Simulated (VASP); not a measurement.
VASP input:

**INCAR**
```
SYSTEM = InN
PREC = Accurate
ENCUT = 620
EDIFF = 1E-6
NELM = 100
ALGO = Normal
LREAL = .FALSE.
LASPH = .TRUE.
ISMEAR = 1
SIGMA = 0.1
GGA = PS
LMAXMIX = 4
LWAVE = .FALSE.
LCHARG = .FALSE.
IBRION = 2
ISIF = 3
NSW = 40
EDIFFG = -0.02
PSTRESS = 450
```

File POSCAR:
```
InN
1.0
  0.0000000000   2.3277698609   2.3277698609
  2.3277698609   0.0000000000   2.3277698609
  2.3277698609   2.3277698609   0.0000000000
In N
1 1
Cart
  0.0000000000   2.3277698609   2.3277698609
  1.1638849305   1.1638849305   1.1638849305
```

KPOINTS:
```
Automatic mesh
0
Gamma
13 13 13
0 0 0
```

POTCAR, in this order: In_d N (PBE.64 set). Program: vasp_std.

Question: Write an equivalent input for Ansatz.

Answer: One equivalent input (not run):
Ansatz 0.2 input:
```yaml
crystal:
  lattice:
    - [0.0000000, 2.3277699, 2.3277699]
    - [2.3277699, 0.0000000, 2.3277699]
    - [2.3277699, 2.3277699, 0.0000000]
  atoms:
    - { symbol: In, position: [1.0000000, 0.0000000, 0.0000000] }
    - { symbol: N, position: [0.2500000, 0.2500000, 0.2500000] }
kpoints:
  mp_grid: { grid: [13, 13, 13] }
hamiltonian:
  xc: pbesol
  pseudopotentials: { kind: paw }
scf:
  occupations: { method: methfessel_paxton, width: 0.1 }
  max_iter: 100
relax:
  max_steps: 40
  f_tol: 0.02
  cell: { p_target: 45 }
output: { forces: true, stress: true, eigenvalues: true }
```
The two are equivalent in intent, not identical: each code has its own PAW files, so the cut-off isn't converted (ENCUT is set for VASP's; basis.ecutwfc is left out, and Ansatz then takes the one that its files recommend); Ansatz stops its SCF on the density residual and VASP on the energy change (EDIFF).

The structure was generated: InN was put into the zinc blende type (F-43m), which need not be its known phase. It was relaxed first under an external pressure of 45 GPa.
